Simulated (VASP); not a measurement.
Pb, 1 atom in the cell. It takes space group Fm-3m (No. 225, cubic). Conventional cell: a = 4.950 Å, b = 4.950 Å, c = 4.950 Å, α = 90.00°, β = 90.00°, γ = 90.00°. Around Pb (site symmetry m-3m) lie 12 Pb at 3.50 Å. 

- Program: VASP 6.6.1
- Task: single point
- Functional: PBE
- Potentials or basis: VASP PAW PBE potentials, release 64 (Pb_d)
- Cutoff: 520 eV
- k mesh: 9 × 9 × 9
- Occupations: gaussian, width 0.027 eV
- Spin: no spin polarisation
- Further INCAR settings: ALGO = Normal; EDIFF = 1e-06

Potentials or basis: VASP PAW PBE potentials, release 64 (Pb_d).

The run is started by

```bash
$ cat potpaw_PBE.64/Pb_d/POTCAR > POTCAR
$ mpirun -np 1 vasp_std > vasp.out
```

Hardware: 1 thread of AMD EPYC 9R45 96-Core Processor (Zen 5) (shared host).

**Question.** How long does it take, and how much memory?

**Answer.** Wall time 6.4 s on 1 thread of AMD EPYC 9R45 96-Core Processor (Zen 5), with other jobs on the host, peak memory 0.13 GiB. Counts: scf iterations 11, k points 35.
